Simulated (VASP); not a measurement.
# Hf (Im-3m) in VASP: further runs

Aim: see how the results for Hf move with the level of theory and the settings. Levels: r2SCAN, MS2, r2SCAN+rVV10, RPBE. Tasks: relaxation of cell and atoms, single point.

All numbers are computed with VASP 6.6.1; they aren't measurements. Logs are shortened: lines on timing, memory, paths and dates and some standing lists are left out, and cuts for length are marked.

### 1 The crystal as given

The structure is cubic, space group Im-3m (No. 229). The conventional cell has a = 3.610 Å, b = 3.610 Å, c = 3.610 Å, α = 90.00°, β = 90.00°, γ = 90.00°. Hf (site symmetry m-3m) has 8 Hf at 3.13 Å as nearest neighbours.

This isn't the form of Hf at room conditions, which is hcp.

### 2 Relaxation of cell and atoms, r2SCAN

INCAR reads:

```
  ALGO = Normal
  EDIFF = 1E-7
  EDIFFG = -0.02
  ENCUT = 600
  IBRION = 2
  ISIF = 3
  ISMEAR = 1
  LASPH = True
  LCHARG = False
  LMIXTAU = True
  LREAL = False
  LWAVE = False
  METAGGA = R2SCAN
  NELM = 80
  NSW = 40
  PREC = Accurate
  SIGMA = 0.1
```

KPOINTS reads:

```
k-points
0
Gamma
  10 10 10
```

POSCAR reads:

```
Hf
1.0
   -1.8050000000      1.8050000000      1.8050000000
    1.8050000000     -1.8050000000      1.8050000000
    1.8050000000      1.8050000000     -1.8050000000
Hf
1
Direct
    0.0000000000      0.0000000000      0.0000000000
```

Potentials or basis: VASP PAW PBE potentials, release 64 (Hf_pv).

Run with:

```
> cat potpaw_PBE.64/Hf_pv/POTCAR > POTCAR
> mpirun -np 1 vasp_std > vasp.out
```

OUTCAR:

```text
EDIFF = 1E-7
   EDIFFG = -0.02
   ENCUT = 600
   IBRION = 2
   ISIF = 3
   ISMEAR = 1
   LASPH = True
   LREAL = False
   METAGGA = R2SCAN
   NELM = 80
   NSW = 40
   PREC = Accurate

 ion  position               nearest neighbor table
   1  0.000  0.000  0.000-

  LATTYP: Found a body centered cubic cell.
 ALAT       =     3.6100000000

  Lattice vectors:

 A1 = (  -1.8050000000,   1.8050000000,   1.8050000000)
 A2 = (   1.8050000000,  -1.8050000000,   1.8050000000)
 A3 = (   1.8050000000,   1.8050000000,  -1.8050000000)

Analysis of symmetry for initial positions (statically):
=====================================================================
 Subroutine PRICEL returns:
 Original cell was already a primitive cell.

 Routine SETGRP: Setting up the symmetry group for a
 body centered cubic supercell.

 Subroutine GETGRP returns: Found 48 space group operations
 (whereof 48 operations were pure point group operations)
 out of a pool of 48 trial point group operations.

The static configuration has the point symmetry O_h .

Analysis of symmetry for dynamics (positions and initial velocities):
=====================================================================
 Subroutine PRICEL returns:
 Original cell was already a primitive cell.

 Routine SETGRP: Setting up the symmetry group for a
 body centered cubic supercell.

 Subroutine GETGRP returns: Found 48 space group operations
 (whereof 48 operations were pure point group operations)
 out of a pool of 48 trial point group operations.

The dynamic configuration has the point symmetry O_h .

 Subroutine INISYM returns: Found 48 space group operations
 (whereof 48 operations are pure point group operations),
 and found     1 'primitive' translations

----------------------------------------------------------------------------------------

                                     Primitive cell

  volume of cell :      23.5229

  direct lattice vectors                    reciprocal lattice vectors
    -1.805000000  1.805000000  1.805000000     0.000000000  0.277008310  0.277008310
     1.805000000 -1.805000000  1.805000000     0.277008310  0.000000000  0.277008310
     1.805000000  1.805000000 -1.805000000     0.277008310  0.277008310  0.000000000

  length of vectors
     3.126351708  3.126351708  3.126351708     0.391748909  0.391748909  0.391748909

  position of ions in fractional coordinates (direct lattice)
     0.000000000  0.000000000  0.000000000

  ion indices of the primitive-cell ions
   primitive index   ion index
                 1           1

----------------------------------------------------------------------------------------

 KPOINTS: k-points

Automatic generation of k-mesh.
 Grid dimensions read from file:
 generate k-points for:   10   10   10

 Generating k-lattice:

  Cartesian coordinates                     Fractional coordinates (reciprocal lattice)
     0.000000000  0.027700831  0.027700831     0.100000000  0.000000000  0.000000000
     0.027700831  0.000000000  0.027700831     0.000000000  0.100000000  0.000000000
     0.027700831  0.027700831  0.000000000     0.000000000  0.000000000  0.100000000

  Length of vectors
     0.039174891  0.039174891  0.039174891

  Shift w.r.t. Gamma in fractional coordinates (k-lattice)
     0.000000000  0.000000000  0.000000000

 Subroutine IBZKPT returns following result:
 ===========================================

 Found     47 irreducible k-points:

 Following reciprocal coordinates:
            Coordinates               Weight
  0.000000  0.000000  0.000000      1.000000
  0.100000  0.000000  0.000000     12.000000
  0.200000  0.000000  0.000000     12.000000
  0.300000  0.000000  0.000000     12.000000
  0.400000  0.000000  0.000000     12.000000
  0.500000  0.000000  0.000000      6.000000
[... 16 lines left out ...]
  0.300000  0.300000  0.100000      8.000000
 -0.300000  0.300000  0.100000     24.000000
 [... further k-points ...]
   k-points           NKPTS =     47   k-points in BZ     NKDIM =     47   number of bands    NBANDS=      9
   number of dos      NEDOS =    301   number of ions     NIONS =      1
   total plane-waves  NPLWV =  21952
   dimension x,y,z NGX =    28 NGY =   28 NGZ =   28
   dimension x,y,z NGXF=    56 NGYF=   56 NGZF=   56
   ions per type =               1
   NGX,Y,Z   is equivalent  to a cutoff of  14.89, 14.89, 14.89 a.u.
   NGXF,Y,Z  is equivalent  to a cutoff of  29.78, 29.78, 29.78 a.u.
 SYSTEM =  unknown system
   PREC   = accura    normal or accurate (medium, high low for compatibility)
   ISTART =      0    job   : 0-new  1-cont  2-samecut
   ICHARG =      2    charge: 1-file 2-atom 10-const
   ISPIN  =      1    spin polarized calculation?
   LNONCOLLINEAR =      F non collinear calculations
   LSORBIT =      F    spin-orbit coupling
   LASPH  =      T    aspherical Exc in radial PAW
   ENCUT  =  600.0 eV  44.10 Ry    6.64 a.u.   6.24  6.24  6.24*2*pi/ulx,y,z
   NELM   =     80;   NELMIN=  2; NELMDL= -5     # of ELM steps
   EDIFF  = 0.1E-06   stopping-criterion for ELM
   LREAL  =      F    real-space projection
   EDIFFG = -.2E-01   stopping-criterion for IOM
   NSW    =     40    number of steps for IOM
   IBRION =      2    ionic relax: 0-MD 1-quasi-New 2-CG
   NFREE  =      1    steps in history (QN), initial steepest desc. (CG)
   ISIF   =      3    stress and relaxation
   ISYM   =      2    0-nonsym 1-usesym 2-fastsym
   POTIM  = 0.5000    time-step for ionic-motion
   TEBEG  =    0.0;   TEEND  =   0.0 temperature during run
   PSTRESS=    0.0 pullay stress
   NELECT =      10.0000    total number of electrons
   NUPDOWN=      -1.0000    fix difference up-down
   EMIN   =  10.00;   EMAX   =-10.00  energy-range for DOS
   EFERMI =   0.00;   METHOD = LEGACY
   ISMEAR =     1;   SIGMA  =   0.10  broadening in eV -4-tet -1-fermi 0-gaus
   EFERMI_NEDOS =   21; number of points for ismear=-14 and -15
   IALGO  =     38    algorithm
   IMIX   =      4    mixing-type and parameters
     AMIX     =   0.40;   BMIX     =  1.00
     AMIX_MAG =   1.60;   BMIX_MAG =  1.00
  volume/ion in A,a.u.               =      23.52       158.74
  Fermi-wavevector in a.u.,A,eV,Ry     =   1.230961  2.326179 20.616432  1.515265
  Thomas-Fermi vector in A             =   2.365789
   LORBIT       =      0    0 simple, 1 ext, 2 COOP (PROOUT), +10 PAW based schemes
   METAGGA = R2SCAN    functional components
   LHFCALC =     F    Hartree Fock is set to
   AEXX    =    0.0000 exact exchange contribution
   IVDW    =     0    specifies the selected vdW correction
   LEPSILON=     F    determine dielectric tensor
   LRPA    =     F    only Hartree local field effects (RPA)
 conjugate gradient relaxation of ions
 non-spin polarized calculation
 Methfessel and Paxton  Order N= 1 SIGMA  =   0.10
  energy-cutoff  :      600.00
  volume of cell :       23.52
 maximum number of plane-waves:       802
 NGX is ok and might be reduce to    28
   NGX = 13   NGY = 13   NGZ = 13

--------------------------------------- Ionic step        1  -------------------------------------------

 number of electron      10.0000000 magnetization

 number of electron       9.9999999 magnetization

 Free energy of the ion-electron system (eV)
  ---------------------------------------------------
  ext. energy  EPLUGINS =         0.00000000
  ---------------------------------------------------
  free energy    TOTEN  =       -44.91626863 eV

  energy without entropy =      -44.91527075  energy(sigma->0) =      -44.91593600

------------------------ aborting loop because EDIFF is reached ----------------------------------------

  FORCE on cell =-STRESS in cart. coord.  units (eV):
  Direction    XX          YY          ZZ          XY          YZ          ZX
  --------------------------------------------------------------------------------------
  -------------------------------------------------------------------------------------
  Total       -0.8931419     -0.8931419     -0.8931419      0.0000000     -0.0000000      0.0000000
  in kB      -60.8330256    -60.8330256    -60.8330256      0.0000000     -0.0000000      0.0000000
  external PRESSURE =     -60.8330256 kB  Pullay stress =       0.0000000 kB

 VOLUME and BASIS-vectors are now :
 -----------------------------------------------------------------------------
  energy-cutoff  :      600.00
  volume of cell :       23.52
      direct lattice vectors                 reciprocal lattice vectors
    -1.805000000  1.805000000  1.805000000     0.000000000  0.277008310  0.277008310
     1.805000000 -1.805000000  1.805000000     0.277008310  0.000000000  0.277008310
     1.805000000  1.805000000 -1.805000000     0.277008310  0.277008310  0.000000000
[... 71 lines left out ...]
 POSITION                                       TOTAL-FORCE (eV/Angst)
 -----------------------------------------------------------------------------------
     -0.00000      0.00000      0.00000         0.000000      0.000000      0.000000
 -----------------------------------------------------------------------------------
    total drift:                                0.000000     -0.000000      0.000000

  FREE ENERGIE OF THE ION-ELECTRON SYSTEM (eV)
  ---------------------------------------------------
  free  energy   TOTEN  =       -44.9453568231 eV

  energy  without entropy=      -44.9453107170  energy(sigma->0) =      -44.94534145

--------------------------------------- Ionic step        4  -------------------------------------------

 number of electron      10.0000001 magnetization

 Free energy of the ion-electron system (eV)
  ---------------------------------------------------
  ext. energy  EPLUGINS =         0.00000000
  ---------------------------------------------------
  free energy    TOTEN  =       -44.94536892 eV

  energy without entropy =      -44.94533274  energy(sigma->0) =      -44.94535686

 E-fermi :   4.5513     XC(G=0): -12.2375

 val. band max:        4.5176795595   @ k =   0.5000   0.5000   0.1000
 cond. band min:       4.5597397157   @ k =   0.3000   0.2000  -0.0000
 fundamental gap:      0.0420601562
 Fermi energy:         4.5513283444

 k-point     1 :       0.0000    0.0000    0.0000
  band No.  band energies     occupation
      1     -26.3746      2.00000
      2     -26.3746      2.00000
      3     -26.3746      2.00000
      4      -2.8842      2.00000
      5       6.3311     -0.00000
      6       6.3311     -0.00000
      7       6.3311     -0.00000
      8       9.1921      0.00000
      9       9.1921      0.00000

 k-point     2 :       0.1000    0.0000    0.0000
  band No.  band energies     occupation
      1     -26.4645      2.00000
      2     -26.4020      2.00000
      3     -26.3751      2.00000
      4      -2.4991      2.00000
      5       6.0560     -0.00000
      6       6.1897     -0.00000
      7       6.7087      0.00000
      8       8.8043      0.00000
      9       9.1881      0.00000
[... 253 lines left out ...]
 k-point    24 :      -0.3000    0.3000    0.1000
  band No.  band energies     occupation
      1     -26.9519      2.00000
      2     -26.5902      2.00000
      3     -26.4436      2.00000
      4       0.2157      2.00000
      5       4.7668     -0.00941
      6       5.1121     -0.00000
      7       7.7858      0.00000
      8       9.3712      0.00000
      9      10.0761      0.00000

 [... further k-points ...]
[... 5 lines left out ...]
  --------------------------------------------------------------------------------------
  -------------------------------------------------------------------------------------
  Total        0.0012587      0.0012587      0.0012587      0.0000000      0.0000000     -0.0000000
  in kB        0.0913850      0.0913850      0.0913850      0.0000000      0.0000000     -0.0000000
  external PRESSURE =       0.0913850 kB  Pullay stress =       0.0000000 kB

 VOLUME and BASIS-vectors are now :
 -----------------------------------------------------------------------------
  energy-cutoff  :      600.00
  volume of cell :       22.07
      direct lattice vectors                 reciprocal lattice vectors
    -1.766994446  1.766994446  1.766994446     0.000000000  0.282966368  0.282966368
     1.766994446 -1.766994446  1.766994446     0.282966368  0.000000000  0.282966368
     1.766994446  1.766994446 -1.766994446     0.282966368  0.282966368  0.000000000

 POSITION                                       TOTAL-FORCE (eV/Angst)
 -----------------------------------------------------------------------------------
      1.76699      1.76699     -1.76699         0.000000     -0.000000      0.000000
 -----------------------------------------------------------------------------------
    total drift:                                0.000000      0.000000     -0.000000

  FREE ENERGIE OF THE ION-ELECTRON SYSTEM (eV)
  ---------------------------------------------------
  free  energy   TOTEN  =       -44.9453689192 eV

  energy  without entropy=      -44.9453327443  energy(sigma->0) =      -44.94535686

 reached required accuracy - stopping structural energy minimisation
```

Wall time 6.2 min (1 thread of AMD EPYC 7R43 (Zen 3), shared host); peak memory 0.15 GiB.

Results:

```
Free energy                            : -44.9454 eV
Relaxed volume                         : 22.07 Å³/atom
Relaxed cell                           : a = 3.061 Å, b = 3.061 Å, c = 3.061 Å, α = 109.47°, β = 109.47°, γ = 109.47°
Space group after relaxing (to 0.05 Å) : Im-3m (No. 229)
Energy gained by relaxing              : 29.1 meV/atom
Ionic steps                            : 4
Pressure after relaxing                : 0.0 GPa
Band gap on the k mesh                 : none (metal or under the smearing width)
```

Step by step:
```
step  energy change (eV)  largest force (eV/Å)  pressure (GPa)  volume (Å³)
   1              0.0000                0.0000           -6.08        23.52
   2              0.0073                0.0000            8.30        20.61
   3             -0.0291                0.0000           -0.15        22.10
   4             -0.0291                0.0000            0.01        22.07
```

Final structure:
```
Hf
1.0
    -1.76699    1.76699    1.76699
     1.76699   -1.76699    1.76699
     1.76699    1.76699   -1.76699
Hf
1
Cartesian
  1.7670 1.7670 -1.7670
```

Caveat: the PAW data sets were made with another functional, which shifts forces and pressure a little.

### 3 Relaxation of cell and atoms, MS2

INCAR reads:

```
PREC = Accurate ; ENCUT = 600
EDIFF = 1E-7 ; ISMEAR = 1
SIGMA = 0.1 ; LREAL = False
LASPH = True ; NELM = 100
ALGO = Normal ; ISIF = 3
LWAVE = False ; LCHARG = False
METAGGA = MS2 ; LMIXTAU = True
IBRION = 2 ; NSW = 60
EDIFFG = -0.02
```

KPOINTS reads:

```
Automatic mesh
0
Gamma
  10 10 10
```

POSCAR is that of step 2.

Potentials or basis: VASP PAW PBE potentials, release 64 (Hf_pv).

Run with:

```
> cat potpaw_PBE.64/Hf_pv/POTCAR > POTCAR
> mpirun -np 1 vasp_std > vasp.out
```

It took 6.5 min on 1 thread of AMD EPYC 7R43 (Zen 3), shared host; peak memory 0.15 GiB.

It converged, with:

```
Free energy                            : 6.7029 eV
Relaxed volume                         : 21.23 Å³/atom
Relaxed cell                           : a = 3.021 Å, b = 3.021 Å, c = 3.021 Å, α = 109.47°, β = 109.47°, γ = 109.47°
Space group after relaxing (to 0.05 Å) : Im-3m (No. 229)
Energy gained by relaxing              : 72.5 meV/atom
Ionic steps                            : 4
Pressure after relaxing                : 0.0 GPa
Band gap on the k mesh                 : none (metal or under the smearing width)
```

Step by step:
```
step  energy change (eV)  largest force (eV/Å)  pressure (GPa)  volume (Å³)
   1              0.0000                0.0000           -9.49        23.52
   2              0.0110                0.0000           12.73        19.09
   3             -0.0724                0.0000           -0.39        21.31
   4             -0.0725                0.0000           -0.01        21.23
```

Final structure:
```
CELL_PARAMETERS angstrom
-1.74441 1.74441 1.74441
1.74441 -1.74441 1.74441
1.74441 1.74441 -1.74441
ATOMIC_POSITIONS crystal
Hf 0.00000 0.00000 0.00000
```

Levels at points of the mesh, in eV from the Fermi level:
| k point | band 1 | band 2 | band 3 | band 4 | band 5 | band 6 | band 7 | band 8 | band 9 |
| --- | --- | --- | --- | --- | --- | --- | --- | --- | --- |
| (0.00, 0.00, 0.00) | -29.62 | -29.62 | -29.62 | -7.35 | 1.54 | 1.54 | 1.54 | 4.52 | 4.52 |
| (0.50, 0.00, 0.00) | -30.62 | -29.94 | -29.63 | -3.63 | -0.64 | 1.28 | 4.36 | 5.45 | 8.15 |
| (0.50, 0.50, 0.50) | -30.31 | -30.31 | -30.31 | -2.86 | -2.86 | 7.24 | 7.24 | 7.24 | 7.71 |

Caveat: the PAW data sets were made with another functional, which shifts forces and pressure a little.

(Continued in part 2 of 2.)
